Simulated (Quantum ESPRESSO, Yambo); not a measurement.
# Quasiparticle gap of BAs (F-43m) in Yambo, part 2 of 3

Aim: the G0W0 gap of BAs (F-43m) on PBE, step by step.

Quantum ESPRESSO 7.5 and Yambo 5.3.0; PBE and many-body steps on it, plane waves. Known limits of the many-body steps: not at the basis limit; no spin-orbit coupling.

So far. Step 2 (Ground state): The gap is indirect, with the least direct gap 2.08 eV higher. Step 3 (Bands along the symmetry lines): The gap is 1.207 eV, as in the run before at this level.

### 4. Empty states on the mesh, 6×6×6 mesh, 334 bands

Level of this step: DFT, PBE, plane waves, norm-conserving pseudopotentials (Quantum ESPRESSO).

The sums over transitions need many empty states on a uniform mesh; this step solves for them.

The input, pw.in:

```
&control
  calculation = 'nscf'
  prefix = 'x'
  outdir = 'o'
  pseudo_dir = 'pseudo'
/
&system
  ibrav = 0
  nat = 2
  ntyp = 2
  ecutwfc = 100.0
  nbnd = 334
  force_symmorphic = .true.
/
&electrons
  conv_thr = 1e-9
  electron_maxstep = 80
  diago_full_acc = .true.
  diago_thr_init = 5e-6
/
ATOMIC_SPECIES
  B 10.81 B.upf
  As 74.922 As.upf
CELL_PARAMETERS angstrom
  -0.0000000000 2.3885000000 2.3885000000
  2.3885000000 -0.0000000000 2.3885000000
  2.3885000000 2.3885000000 -0.0000000000
ATOMIC_POSITIONS crystal
  B 0.0000000000 0.0000000000 0.0000000000
  As 0.2500000000 0.2500000000 0.2500000000
K_POINTS automatic
  6 6 6 0 0 0
```

On the command line:

```console
OMP_NUM_THREADS=1 mpirun -n 4 pw.x -nk 4 -in pw.in > pw.out
```

The log of the run:

```text
[banner, memory and clock lines left out]
Program PWSCF v.7.5 starts

     Atomic positions and unit cell read from directory:
     o/x.save/

     Message from routine setup:
     using ibrav=0 with symmetry is DISCOURAGED, use correct ibrav instead

     G-vector sticks info

     bravais-lattice index     =            0
     lattice parameter (alat)  =       6.3832  a.u.
     unit-cell volume          =     183.9087 (a.u.)^3
     number of atoms/cell      =            2
     number of atomic types    =            2
     number of electrons       =        26.00
     number of Kohn-Sham states=          334
     kinetic-energy cutoff     =     100.0000  Ry
     charge density cutoff     =     400.0000  Ry
     Exchange-correlation= PBE
                           (   1   4   3   4   0   0   0)

     celldm(1)=   6.383210  celldm(2)=   0.000000  celldm(3)=   0.000000
     celldm(4)=   0.000000  celldm(5)=   0.000000  celldm(6)=   0.000000

     crystal axes: (cart. coord. in units of alat)
               a(1) = (  -0.000000   0.707107   0.707107 )
               a(2) = (   0.707107  -0.000000   0.707107 )
               a(3) = (   0.707107   0.707107  -0.000000 )

     reciprocal axes: (cart. coord. in units 2 pi/alat)
               b(1) = ( -0.707107  0.707107  0.707107 )
               b(2) = (  0.707107 -0.707107  0.707107 )
               b(3) = (  0.707107  0.707107 -0.707107 )
     Pseudo is Norm-conserving + core correction, Zval =  3.0
     Generated using ONCVPSP code by D. R. Hamann
     Using radial grid of 1534 points,  4 beta functions with:
     Pseudo is Norm-conserving + core correction, Zval = 23.0
     Generated using ONCVPSP code by D. R. Hamann
     Using radial grid of 1358 points,  6 beta functions with:
     B                 3.00    10.81000     B ( 1.00)
     As               23.00    74.92200     As( 1.00)

     24 Sym. Ops. (no inversion) found

   Cartesian axes

     site n.     atom                  positions (alat units)
         1        B      tau(   1) = (   0.0000000   0.0000000   0.0000000  )
         2        As     tau(   2) = (   0.3535534   0.3535534   0.3535534  )

     number of k points=    16
                       cart. coord. in units 2pi/alat
        k(    1) = (   0.0000000   0.0000000   0.0000000), wk =   0.0092593
        k(    2) = (   0.1178511   0.1178511  -0.1178511), wk =   0.0740741
        k(    3) = (   0.2357023   0.2357023  -0.2357023), wk =   0.0740741
[...]
[... 4 further rows ...]
        k(   15) = (  -0.1178511  -0.3535534   0.5892557), wk =   0.2222222
        k(   16) = (  -0.7071068   0.2357023   0.0000000), wk =   0.1111111

     Dense  grid:    24933 G-vectors     FFT dimensions: (  45,  45,  45)

     The potential is recalculated from file :
     o/x.save/charge-density

     Starting wfcs are   17 randomized atomic wfcs +  317 random wfcs

     Band Structure Calculation

     End of band structure calculation

          k = 0.0000 0.0000 0.0000 (  3119 PWs)   bands (ev):

  -173.2770-116.6589-116.6589-116.6589 -23.6917 -23.6917 -23.6917 -23.6720
   -23.6720  -3.2329  12.1652  12.1652  12.1652  15.4540  15.4540  15.4540
    16.8509  21.7655  25.3321  25.3321  26.6220  26.6220  26.6220  31.1379
    41.9864  41.9864  41.9864  49.0114  49.0114  49.0114  49.5648  49.5648
[...]
[... 30 further rows ...]
[...]
288.2089 288.2089 288.5063 288.5063 288.5063 289.7779

          k = 0.1179 0.1179-0.1179 (  3101 PWs)   bands (ev):

  -173.2770-116.6589-116.6589-116.6589 -23.6909 -23.6898 -23.6898 -23.6718
[...]
[... 30 further rows ...]
[...]
296.3568 297.1657 297.1657 299.4269 299.5971 299.5971

          k = 0.2357 0.2357-0.2357 (  3100 PWs)   bands (ev):

  -173.2770-116.6590-116.6589-116.6589 -23.6893 -23.6870 -23.6870 -23.6704
[...]
97.4226  97.4226  99.8043 103.0378 103.0378 104.4709 104.7723 105.8447
     [... 30 further rows ...]
   291.9113 292.6105 294.1717 294.1717 295.1395 295.9425 296.2824 296.2933
   296.2933 297.0712 297.0712 297.2597 298.0242 298.3844

          k =-0.3536-0.3536 0.3536 (  3100 PWs)   bands (ev):

     [... further k-points ...]

     highest occupied, lowest unoccupied level (ev):    12.1652   13.4570

     XML data file, pseudopotentials, collected wavefunctions
```

Elapsed: 63 s, on 4 MPI ranks of Arm Neoverse V1, shared host; peak memory 0.59 GiB; 4.2 min of CPU time.

Numbers from this step:

```yaml
gap: 1.292 eV
k_of_the_valence_top: 0, 0, 0
k_of_the_conduction_bottom: 0, 0.3333, 0.3333
least_direct_gap: 3.289 eV
k_points_computed: 16
lowest_point_of_the_top_converged_band_above_the_valence_top: 277.6127 eV
```

On this mesh the gap is 1.292 eV. The earlier step found 1.207 eV, so this mesh misses an edge.

### 5. Conversion and set-up

This step: Yambo 5.3.0; conversion and set-up on PBE, plane waves, norm-conserving pseudopotentials.

The states are converted to the many-body program's format and the q mesh is built.

On the command line:

```console
(cd o/x.save; p2y > p2y.log; mv SAVE ../..); yambo > setup.log
```

The log of the run:

```text
 Yambo, version 5.3.0

 [02] CORE Variables Setup
 =========================

  [02.01] Unit cells
  ==================

  Cell kind             :  FCC
  Atoms in the cell     :  B  As
  number of B  atoms    :  1
  number of As atoms    :  1

  List of atomic masses
  Mass of B     :  10.81000
  Mass of As    :  74.92200

  List of atomic coordinates    : [cc]
  B1       :  0.000000  0.000000  0.000000  order 1
  As1       :  2.256805  2.256805  2.256805  order 2

  Alat factors          :  4.513611  4.513611  4.513611 [a.u.]
  Direct lattice volume :  183.9087 [a.u.]
  Direct lattice vectors:  A[ 1 ]  A[ 2 ]  A[ 3 ]
   A[ 1 ]: -0.000000  1.000000  1.000000  [iru]
  -0.000000  4.513611  4.513611  [cc]
   A[ 2 ]:  1.000000 -0.000000  1.000000  [iru]
   4.513611 -0.000000  4.513611  [cc]
   A[ 3 ]:  1.000000  1.000000 -0.000000  [iru]
   4.513611  4.513611 -0.000000  [cc]

  Recip. lattice volume :  1.348768 [a.u.]
  Recip. lattice vectors:  B[ 1 ]  B[ 2 ]  B[ 3 ]
   B[ 1 ]: -0.500000  0.500000  0.500000  [iku]
  -0.696026  0.696026  0.696026  [cc]
   B[ 2 ]:  0.500000 -0.500000  0.500000  [iku]
   0.696026 -0.696026  0.696026  [cc]
   B[ 3 ]:  0.500000  0.500000 -0.500000  [iku]
   0.696026  0.696026 -0.696026  [cc]

  [02.02] Symmetries
  ==================

  Inversion symmetry    : yes
  Spatial inversion     : no
  Inversion index       :  25
  K-space Time-reversal : yes
  Magnetic symmetries   : no
  Time-reversal derived K-space symmetries:   25   48
  Group table correct   : yes
  Symmetries units      :  [cc]

   [S  1]:   1.0000     -0.32065E-16 -0.32065E-16 -0.32065E-16   1.0000      0.32065E-16  0.32065E-16  0.32065E-16   1.0000
   [S  2]:  -1.0000      0.32065E-16 -0.32065E-16  0.32065E-16  -1.0000      0.32065E-16 -0.32065E-16 -0.32065E-16   1.0000
   [S  3]:  -1.0000     -0.32065E-16  0.32065E-16  0.32065E-16   1.0000     -0.32065E-16 -0.32065E-16  0.32065E-16  -1.0000
[...]
[S  9]: -0.32065E-16   1.0000     -0.32065E-16  0.32065E-16 -0.32065E-16   1.0000       1.0000      0.32065E-16  0.32065E-16
   [S 10]: -0.32065E-16  -1.0000      0.32065E-16  0.32065E-16  0.32065E-16  -1.0000       1.0000     -0.32065E-16 -0.32065E-16
     [... 36 further rows ...]
   [S*47]:   1.0000     -0.32065E-16  0.32065E-16 -0.32065E-16  0.32065E-16  -1.0000      0.32065E-16   1.0000     -0.32065E-16
   [S*48]:   1.0000      0.32065E-16 -0.32065E-16 -0.32065E-16 -0.32065E-16   1.0000      0.32065E-16  -1.0000      0.32065E-16

  [02.03] Reciprocal space
  ========================

  nG shells         :  278
  nG charge         :  24933
  nG WFs            :   3878
  nC WFs            :  3138
  G-vecs. in first 27 shells:  [ Number ]
     1    9   15   27   51   59   65   89  113
    137   169   181   229   259   283   307   331   339
    387   411   459   531   537   561   609   645   701
  ...
  Shell energy in first 27 shells:  [ mHa ]
[...]
==============================

  [X] === General ===
  [X] Electronic Temperature                        :  0.000000  0.000000 [eV K]
  [X] Bosonic    Temperature                        :  0.000000  0.000000 [eV K]
  [X] Finite Temperature mode                       : no
  [X] El. density                                   :  0.95404E+24 [cm-3]
  [X] Fermi Level                                   :  12.16515 [eV]

  [X] === Gaps and Widths ===
  [X] Conduction Band Min                           :  1.291868 [eV]
  [X] Valence Band Max                              :  0.000000 [eV]
  [X] Filled Bands                                  :  13
  [X] Empty Bands                                   :    14   334
  [X] Direct Gap                                    :  3.288876 [eV]
  [X] Direct Gap localized at k                     :  1
  [X] Indirect Gap                                  :  1.291868 [eV]
  [X] Indirect Gap between kpts                     :   1  10
  [X] Last valence band width                       :  4.948297 [eV]
  [X] 1st conduction band width                     :  3.059858 [eV]

  E @ K [ 1]:  [eV]
  -185.4422 -128.8241 -128.8241 -128.8241  -35.8568  -35.8568  -35.8568  -35.8372
   -35.837      -15.398     -0.21072E-10 -0.19021E-10   0.0000       3.2889       3.2889       3.2889
    4.68571   9.60039  13.16699  13.16699  14.45680  14.45680  14.45680  18.97276
[...]
occ @ K [ 1]
[...]
E @ K [ 2]:  [eV]
[...]
occ @ K [ 2]
[...]
E @ K [ 3]:  [eV]
[...]
occ @ K [ 3]
[...]
E @ K [ 8]:  [eV]
[...]
occ @ K [ 8]
[...]
E @ K [ 9]:  [eV]
[...]
occ @ K [ 9]
[...]
E @ K [10]:  [eV]
[...]
occ @ K [10]
[...]
E @ K [11]:  [eV]
[...]
occ @ K [11]
[...]
E @ K [12]:  [eV]
[...]
occ @ K [12]
[...]
E @ K [13]:  [eV]
[...]
occ @ K [13]
[...]
E @ K [14]:  [eV]
[...]
occ @ K [14]
[...]
E @ K [15]:  [eV]
[...]
occ @ K [15]
[...]
E @ K [16]:  [eV]
[...]
occ @ K [16]
[...]
0.000000  0.000000  0.000000  0.000000  0.000000  0.000000  0.000000  0.000000
   0.000000  0.000000  0.000000  0.000000  0.000000  0.000000  0.000000  0.000000

 [03] Transferred momenta grid and indexing
 ==========================================

 IBZ Q-points                                      :  16
 BZ  Q-points                                      :  216

 K/Q-points units:
 rlu = crystal or reduced units; cc = cartesian coordinates; iku = interal k-units

 Q [ 1]         [rlu]:  0.000000  0.000000  0.000000
 Q [ 2]         [rlu]: -0.44040E-17 -0.44040E-17  0.16667
 Q [ 3]         [rlu]: -0.88081E-17 -0.88081E-17  0.33333
[...]
Q [ 8]         [rlu]: -0.63303E-17  0.16667     -0.33333
 Q [ 9]         [rlu]:  0.28747E-16  0.16667     -0.16667
 Q [10]         [rlu]: -0.18005E-16  0.33333      0.33333
     [... 4 further rows ...]
 Q [15]         [rlu]:  0.166667  0.333333 -0.333333
 Q [16]         [rlu]:  0.166667 -0.500000 -0.333333

  [03.01] X indexes
  =================

   [03.01.01] Sigma indexes
   ========================

 [06] Game Over & Game summary
```

Run time: 2.8 s. Hardware: 1 MPI rank; peak memory 0.24 GiB.

[end of part 2 of 3]

[Paths, hosts, dates, memory and timing lines, banners, echoed tables and standing remarks are left out of the program output.]

[Logs are printed without paths, hosts, clocks, repeated set-up lines and the standing remarks that a program may print on its own settings, such as how far it seeks lower states.]

[Runs of the session that timed out or met a known fault of the program may be left out.]

[Hosts, paths, dates, database ids (printed as entryN), source tags and the programs' standing remarks are cut or masked in the printed files.]
